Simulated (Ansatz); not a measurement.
Zn under changes of volume

One of the cells (15.169 Å³/atom); the others are scaled copies at fixed shape and fractional positions:

```
Zn
1.0
     0.00000    1.96478    1.96478
     1.96478    0.00000    1.96478
     1.96478    1.96478    0.00000
Zn
1
Cartesian
  0.0000 0.0000 0.0000
```

This isn't the form of Zn at room conditions, which is hcp.

* Program: Ansatz 0.2.0
* Functional: PBE
* Potentials or basis: Ansatz PAW
* Cutoff: 420 eV (not typed: the program's choice for these potentials)
* k mesh: 12 × 12 × 12
* Occupations: fermi-dirac, width 0.05 eV
* Spin: no spin polarisation

```tsv
volume (Å³/atom)	energy over the lowest point (meV/atom)	pressure (GPa)
14.259	11.68	4.7
14.563	4.68	2.9
14.866	?	?
15.169	0.00	-0.2
15.473	1.61	-1.4
15.776	5.44	-2.5
16.080	11.25	-3.5
```

Task: What does the run at 14.866 Å³/atom give?

Result: Energy over the lowest point 0.88 meV/atom; pressure 1.3 GPa.

Worked out: A Birch-Murnaghan fit of order 3 (a polynomial in V^(-2/3)) to the other rows has its minimum at 15.12 Å³/atom with B0 = V·E''(V) = 68 GPa and B' = 5.1. It gives 0.92 meV/atom at 14.866 Å³/atom, against the run's 0.88, and -dE/dV = 1.2 GPa, against 1.3.

Energies are extrapolated to zero smearing.
